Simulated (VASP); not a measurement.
Input of a VASP 6.6.1 run:

Contents of INCAR:

```
  PREC = Accurate
  ENCUT = 600
  EDIFF = 1E-7
  ISMEAR = 0
  SIGMA = 0.03
  LREAL = F
  LASPH = T
  NELM = 80
  ALGO = Normal
  ISIF = 3
  LWAVE = F
  LCHARG = F
  GGA = PS
  IBRION = 2
  NSW = 90
  EDIFFG = -0.005
  KPAR = 2
```

The input KPOINTS:

```
Automatic mesh
0
Gamma
  7 7 7
```

File POSCAR:

```
Al2O3                                   
1.0
    2.3863422758      1.3777553553      4.3368587554
   -2.3863422758      1.3777553553      4.3368587554
    0.0000000000     -2.7555107107      4.3368587554
  Al              O             
     4     6
Direct
     0.3520306817670547    0.3520306817670547    0.3520306817670547
     0.1479693182329453    0.1479693182329453    0.1479693182329453
     0.6479693182329452    0.6479693182329452    0.6479693182329452
     0.8520306817670548    0.8520306817670548    0.8520306817670548
     0.5558219159211850    0.9441780840788150    0.2500000000000000
     0.2500000000000000    0.5558219159211850    0.9441780840788150
     0.9441780840788150    0.2500000000000000    0.5558219159211850
     0.4441780840788149    0.0558219159211851    0.7500000000000000
     0.7500000000000000    0.4441780840788149    0.0558219159211851
     0.0558219159211851    0.7500000000000000    0.4441780840788149
```

Potentials or basis: VASP PAW PBE potentials, release 64 (Al, O).

The run is started by

```sh
$ cat potpaw_PBE.64/Al/POTCAR potpaw_PBE.64/O/POTCAR > POTCAR
$ mpirun -np 2 vasp_std > vasp.out
```

**Question.** What does it give for the space group after relaxing (to 0.05 Å)?

**Answer.** R-3c (No. 167).

**Question.** What does it give for the relaxed volume?

**Answer.** 8.55 Å³/atom.

Final structure:
```yaml
crystal:
  lattice:
    - [2.38617, 1.37766, 4.33626]
    - [-2.38617, 1.37766, 4.33626]
    - [0.00000, -2.75532, 4.33626]
  atoms:
    - { symbol: Al, position: [0.35206, 0.35206, 0.35206] }
    - { symbol: Al, position: [0.14794, 0.14794, 0.14794] }
    - { symbol: Al, position: [0.64794, 0.64794, 0.64794] }
    - { symbol: Al, position: [0.85206, 0.85206, 0.85206] }
    - { symbol: O, position: [0.55582, 0.94418, 0.25000] }
    - { symbol: O, position: [0.25000, 0.55582, 0.94418] }
    - { symbol: O, position: [0.94418, 0.25000, 0.55582] }
    - { symbol: O, position: [0.44418, 0.05582, 0.75000] }
    - { symbol: O, position: [0.75000, 0.44418, 0.05582] }
    - { symbol: O, position: [0.05582, 0.75000, 0.44418] }
```

Caveat: the PAW data sets were made with another functional, which shifts forces and pressure a little.
